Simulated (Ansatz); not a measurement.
# Co: one cell, many SCF starts

Is Co magnetic at this level, in which order, and do all starts find it? Single-point runs from several starts follow. The cell (2 atoms) is Co in the deposited crystal structure (space group P6_3/mmc). Source: COD entry 9010967, which need not be the ambient phase.

Program: Ansatz 0.2.0. Level of theory: DFT PBE, PAW, plane waves, scalar-relativistic. These are calculated values, not measurements.

## 1. Starting point

Symmetry: P6_3/mmc, No. 194, hexagonal system. Conventional cell: a = 2.507 Å, b = 2.507 Å, c = 4.070 Å, α = 90.00°, β = 90.00°, γ = 120.00°. Around Co (site symmetry -6m2) lie 12 Co at 2.50 to 2.51 Å.

As a file:

```xyz
2
Lattice="2.5074 0.0000 0.0000 -1.2537 2.1715 0.0000 0.0000 0.0000 4.0699" Properties=species:S:1:pos:R:3 pbc="T T T"
Co    0.0000    1.4476    1.0175
Co    1.2537    0.7238    3.0524
```

Labels such as Co2 number the atoms in the order of the input file.

The first starts: parallel moments, plain SCF; opposed moments +-, plain SCF; no spin polarisation; spin on, no moments given (the program may seed its own), plain SCF. What is tried next depends on their ends.

A plain SCF has the search for lower states switched off and ends at the first converged state. Ends within 0.2 meV/atom and 0.1 μB count as one state.

The total moment includes the space between the atomic spheres.

## 2. Parallel moments, plain SCF

Contents of input.yaml:

```yaml
crystal:
  lattice:
    - [2.50739909, 0.0, 0.0]
    - [-1.25369955, 2.17147131, 0.0]
    - [0.0, 0.0, 4.0699]
  atoms:
    - { symbol: Co, position: [0.33333333, 0.66666667, 0.25], spin: 3.0 }
    - { symbol: Co, position: [0.66666667, 0.33333333, 0.75], spin: 3.0 }
magnetization:
  spin_polarized: true
hamiltonian:
  xc: pbe
  pseudopotentials: { kind: paw }
basis:
  ecutwfc: 420
kpoints:
  mp_grid: { grid: [13, 13, 7] }
scf:
  occupations: { method: fermi_dirac, width: 0.1 }
  lower_state_search: "off"
output:
  forces: true
  stress: true
  write_density: true
  write_potential: true
  elf: true
  volumetric_format: npy
```

The run is started by

```console
$ ansatz run input.yaml --threads 2 --pin off --max-ram 5120MiB --backend cpu --events-out ev --progress --plain --runs-dir out
```

Output, cut to the lines that bear on the results:

```text
[...]
Pseudopotentials: kind: paw
Pseudopotential: Co, paw, valence charge 17, recommended cutoff 420 eV (normal), Co.paw.azcp
Functional definition: PBE
[...]
Crystal: 2 atoms, lattice volume = 22.160 Å³
Basis set: ecut = 420 eV, 415 PW (Γ), exchange–correlation on 36×36×60 points (8 copies of the dense FFT grid, shifted against one another)
Bands: 24, of which v1, the nominal top of the filled ones, is band 17 counted from 1 (16 counted from 0)
Symmetry: 24 space group operations
Space group: P63/mmc (ITA 194), of the structure as read, at distance tolerance 2.8e-5 Å
Magnetic group: BNS 194.263 (UNI 1493), of the structure as read, at distance tolerance 2.8e-5 Å
k-points: 84 of 1183
[...]
Starting moments: Σ|m| = 6 μB on 2 of 2 sites
[...]
SCF iter   1: F=—  HF=-10251.855327 eV  |F-HF|=—  |Δ(HF+E_count)|=         —  Δρ=1.24e-1 (↑1.24e-1 ↓7.98e-2)  dr2=3.31e-1  dr2_m=2.07e0  M=3.825 μB ∫|m|=4.031 μB  β_m=0.30  ethr=9.75e-4  ⟨swp⟩=1.0  Hψ=20214  notcnv=0
[...]
spin-set hold released at iteration 1 (the charge has settled, or the pull on large starting moments outlasts its swing): the magnetisation degrees of freedom join the quasi-Newton model from the next iteration; the mixer history was flushed
[...]
SCF iter   9: F=-10252.329937 eV  HF=-10252.329937 eV  |F-HF|=1.61e-9  |Δ(HF+E_count)|=   2.75e-8  Δρ=8.99e-6 (↑4.55e-6 ↓8.99e-6)  dr2=5.20e-9  dr2_m=4.10e-9  M=3.237 μB ∫|m|=3.579 μB  ethr=2.94e-10  ⟨swp⟩=9.6  Hψ=22983  notcnv=0
[...]
SCF converged after 9 iterations
Magnetization: 3.2367 μB (18.6183 up, 15.3817 down)
Absolute magnetization: 3.5801 μB (∫|ρ↑−ρ↓|, with the PAW one-centre terms)
Spin contamination: 0.0592 ħ² per cell (⟨S²⟩ above its minimum at these occupations)
Per-site moments (μB) at R_I (Å): [(1.6968280129655628, 1.030152570483362), (1.6968280129655624, 1.030152570483362)]
Free energy (F): -10252.329937 eV
[...]
E sigma→0 (E₀):  -10252.299624 eV
Entropy (-TS):   -0.060626 eV (-30.313 meV/atom)
Fermi energy:    18.236399 eV
[...]
--- Forces (eV/Å), atoms counted from 1 ---
  atom   1  Co     0.00000000     0.00000000     0.00000000
  atom   2  Co    -0.00000000    -0.00000000    -0.00000000
[...]
--- Stress (GPa, compression-positive) ---
       -3.908588      -0.000000       0.000000
       -0.000000      -3.908588      -0.000000
        0.000000      -0.000000      -4.287772
  P = ⅓ Tr σ = -4.0350 GPa (-40.350 kbar)
--- Band table (eV; the first three rows and the last of 168) ---
  k-point 0 ↑: bands = ["-77.8267", "-77.7754", "-41.2135", "-40.9507", "-40.9507", "-40.9105", "-40.9069", "-40.9069", "9.3308", "13.1421", "15.6222", "15.6593", "15.6593", "15.9599", "15.9599", "16.3062", "16.3062", "17.3699", "17.3699", "18.0262", "24.2935", "39.8748", "42.1068", "42.1068"]
[...]
```

It took 3 s on 2 threads of Arm Neoverse V2, shared host; peak memory 0.33 GiB.

Result: ferromagnetic, site moments Co1 1.70, Co2 1.70 μB, total 3.24 μB per cell, no gap on the k-mesh.

Density in a lattice plane of the grid's cell (edges 2.51 and 4.07 Å, at 0.333 of the third edge), which holds Co. It is the smooth density of the valence electrons, not physical close to the nuclei.

Ten even steps from ' ' (0.26 e/Å³) to '@' (44.22 e/Å³):
```
                            
                            
                ..::::..    
              ::==****--..  
              ::**@@@@++..  
              ::==##**--..  
              ..::::::..    
                            
                            
                            
                            
                            
                            
                            
                            
                            
                            
                            
                            
                            
```
Columns run along the first of these edges and rows up along the second, over one cell in 14 and 20 even steps from the bottom left corner. Atoms in the plane (fractional): Co at (0.67, 0.75).

Spin density (up less down) in a lattice plane of the grid's cell (edges 2.51 and 4.07 Å, at 0.333 of the third edge), which holds Co.

Ten even steps from ' ' (-0.03 e/Å³) to '@' (5.74 e/Å³):
```
                            
                            
                ..::::..    
              ..==****--..  
              ::**@@@@==..  
              ::==****--..  
                ..::::..    
                            
                            
                            
                            
                            
                            
                            
                            
                            
                            
                            
                            
                            
```
Columns run along the first of these edges and rows up along the second, over one cell in 14 and 20 even steps from the bottom left corner. Atoms in the plane (fractional): Co at (0.67, 0.75).

## 3. Opposed moments +-, plain SCF

Edit input.yaml of step 2 so:

```diff
@@ -7,3 +7,3 @@
     - { symbol: Co, position: [0.33333333, 0.66666667, 0.25], spin: 3.0 }
-    - { symbol: Co, position: [0.66666667, 0.33333333, 0.75], spin: 3.0 }
+    - { symbol: Co, position: [0.66666667, 0.33333333, 0.75], spin: -3.0 }
 magnetization:
@@ -23,5 +23 @@
   stress: true
-  write_density: true
-  write_potential: true
-  elf: true
-  volumetric_format: npy
```

The run is started by

```console
$ ansatz run input.yaml --threads 2 --pin off --max-ram 5120MiB --backend cpu --events-out ev --progress --plain --runs-dir out
```

Output, cut to the lines that bear on the results:

```text
[... 11 lines as in an earlier run ...]
Symmetry: 12 space group operations
Space group: P-6m2 (ITA 187), of the structure as read, at distance tolerance 2.8e-5 Å
Magnetic group: BNS 194.267 (UNI 1497), of the structure as read, at distance tolerance 2.8e-5 Å
k-points: 84 of 1183 (time reversal used)
[... 4 lines as in an earlier run ...]
Starting moments: Σ|m| = 6 μB on 2 of 2 sites
Starting magnetic order: antiferromagnet; an inversion exchanges its spin sublattices: spin-degenerate at every k-point
[... 2 lines as in an earlier run ...]
[...]
SCF iter   1: F=—  HF=-10251.271813 eV  |F-HF|=—  |Δ(HF+E_count)|=         —  Δρ=1.24e-1 (↑1.24e-1 ↓1.24e-1)  dr2=4.20e-1  dr2_m=2.91e0  M=-0.000 μB ∫|m|=3.842 μB  β_m=0.30  ethr=1.24e-3  ⟨swp⟩=1.4  Hψ=20433  notcnv=0
[...]
[... 1 line as in an earlier run ...]
[...]
SCF converged after 19 iterations
Magnetization: -0.0002 μB (16.9999 up, 17.0001 down)
Absolute magnetization: 1.9593 μB (∫|ρ↑−ρ↓|, with the PAW one-centre terms)
Spin contamination: 0.5854 ħ² per cell (⟨S²⟩ above its minimum at these occupations)
Per-site moments (μB) at R_I (Å): [(0.9565498834034873, 1.030152570483362), (-0.9567380385661904, 1.030152570483362)]
Free energy (F): -10251.904825 eV
[...]
E sigma→0 (E₀):  -10251.818812 eV
Entropy (-TS):   -0.172027 eV (-86.013 meV/atom)
Fermi energy:    18.211385 eV
[...]
--- Forces (eV/Å), atoms counted from 1 ---
  atom   1  Co     0.00000000     0.00000000     0.00000000
  atom   2  Co    -0.00000000    -0.00000000    -0.00000000
[...]
--- Stress (GPa, compression-positive) ---
      -10.100424       0.000000       0.000000
        0.000000     -10.100424       0.000000
        0.000000       0.000000      -9.186097
  P = ⅓ Tr σ = -9.7956 GPa (-97.956 kbar)
```

It took 6.5 s on 2 threads of Arm Neoverse V2, shared host; peak memory 0.35 GiB.

The state reached is antiferromagnetic (magnetic neighbours of Co2 with a moment over 0.3 of its own that point the other way: 6 of 12 at 2.50 Å, 6 of 6 at 3.54 Å), site moments Co1 0.96, Co2 -0.96 μB, total 0.00 μB per cell, no gap on the k-mesh. It lies 213 meV/atom above the lowest state so far (step 2). The program's check reads this end as a saddle point, not a minimum.

## 4. No spin polarisation

Edit input.yaml of step 3 so:

```diff
@@ -6,6 +6,4 @@
   atoms:
-    - { symbol: Co, position: [0.33333333, 0.66666667, 0.25], spin: 3.0 }
-    - { symbol: Co, position: [0.66666667, 0.33333333, 0.75], spin: -3.0 }
-magnetization:
-  spin_polarized: true
+    - { symbol: Co, position: [0.33333333, 0.66666667, 0.25] }
+    - { symbol: Co, position: [0.66666667, 0.33333333, 0.75] }
 hamiltonian:
```

The run is started by

```console
$ ansatz run input.yaml --threads 2 --pin off --max-ram 5120MiB --backend cpu --events-out ev --progress --plain --runs-dir out
```

Output, cut to the lines that bear on the results:

```text
[... 10 lines as in an earlier run ...]
Bands: 21, of which v1, the nominal top of the filled ones, is band 17 counted from 1 (16 counted from 0)
[... 6 lines as in an earlier run ...]
[...]
[... 2 lines as in an earlier run ...]
SCF iter   1: F=—  HF=-10251.887071 eV  |F-HF|=—  |Δ(HF+E_count)|=         —  Δρ=3.56e-3  dr2=5.88e-4  ethr=1.77e-3  ⟨swp⟩=4.3  Hψ=6474  notcnv=0
[...]
SCF iter   6: F=-10251.888562 eV  HF=-10251.888562 eV  |F-HF|=2.07e-9  |Δ(HF+E_count)|=   2.11e-8  Δρ=5.79e-6  dr2=1.74e-9  ethr=4.48e-11  ⟨swp⟩=2.0  Hψ=5761  notcnv=0
[...]
SCF converged after 6 iterations
Free energy (F): -10251.888562 eV
[...]
E sigma→0 (E₀):  -10251.791714 eV
Entropy (-TS):   -0.193698 eV (-96.849 meV/atom)
Fermi energy:    18.129991 eV
[...]
--- Forces (eV/Å), atoms counted from 1 ---
  atom   1  Co     0.00000000     0.00000000    -0.00000000
  atom   2  Co    -0.00000000    -0.00000000     0.00000000
[...]
--- Stress (GPa, compression-positive) ---
      -13.596435      -0.000000       0.000000
       -0.000000     -13.596435      -0.000000
        0.000000      -0.000000     -15.597439
  P = ⅓ Tr σ = -14.2634 GPa (-142.634 kbar)
```

It took 0.88 s on 2 threads of Arm Neoverse V2, shared host; peak memory 0.3 GiB.

The state reached is non-magnetic (no spin polarisation), no gap on the k-mesh. Against step 2, the lowest until now, it is 221 meV/atom higher.

## 5. Spin on, no moments given (the program may seed its own), plain SCF

Edit input.yaml of step 4 so:

```diff
@@ -21 +21,3 @@
   stress: true
+magnetization:
+  spin_polarized: true
```

The run is started by

```console
$ ansatz run input.yaml --threads 2 --pin off --max-ram 5120MiB --backend cpu --events-out ev --progress --plain --runs-dir out
```

Output, cut to the lines that bear on the results:

```text
band count auto-derived: 24 (N_el = 34.0; filled up to band 17; 21 by the electrons, moments and atoms)
[... 20 lines as in an earlier run ...]
[...]
SCF iter   1: F=—  HF=-10250.026400 eV  |F-HF|=—  |Δ(HF+E_count)|=         —  Δρ=3.16e-1 (↑2.70e-1 ↓3.16e-1)  dr2=2.85e-1  dr2_m=1.74e1  M=4.092 μB ∫|m|=4.092 μB  ethr=9.88e-4  ⟨swp⟩=1.5  Hψ=10192  notcnv=0
[...]
SCF iter  10: F=-10252.329937 eV  HF=-10252.329937 eV  |F-HF|=3.23e-9  |Δ(HF+E_count)|=   1.45e-9  Δρ=3.69e-6 (↑3.69e-6 ↓2.58e-6)  dr2=5.31e-9  dr2_m=3.13e-10  M=3.237 μB ∫|m|=3.579 μB  ethr=1.96e-10  ⟨swp⟩=1.5  Hψ=12042  notcnv=0
[...]
SCF converged after 10 iterations
an eigenvalue changed by more than its tolerance at an iteration that met the thresholds in force, so the SCF went on 1 time: the last check found none over its tolerance
Magnetization: 3.2367 μB (18.6183 up, 15.3817 down)
Absolute magnetization: 3.5800 μB (∫|ρ↑−ρ↓|, with the PAW one-centre terms)
Spin contamination: 0.0592 ħ² per cell (⟨S²⟩ above its minimum at these occupations)
Per-site moments (μB) at R_I (Å): [(1.6968178781878345, 1.030152570483362), (1.6968178781878347, 1.030152570483362)]
Free energy (F): -10252.329937 eV
[...]
E sigma→0 (E₀):  -10252.299624 eV
Entropy (-TS):   -0.060626 eV (-30.313 meV/atom)
Fermi energy:    18.236457 eV
[... 24 lines left out: energy terms, forces, stress ...]
```

Wall time 3 s (2 threads of Arm Neoverse V2, shared host); peak memory 0.32 GiB.

Nothing new: the 10 iterations lead to the state found in step 2 (ferromagnetic).

(Part 1 of 2 ends here.)
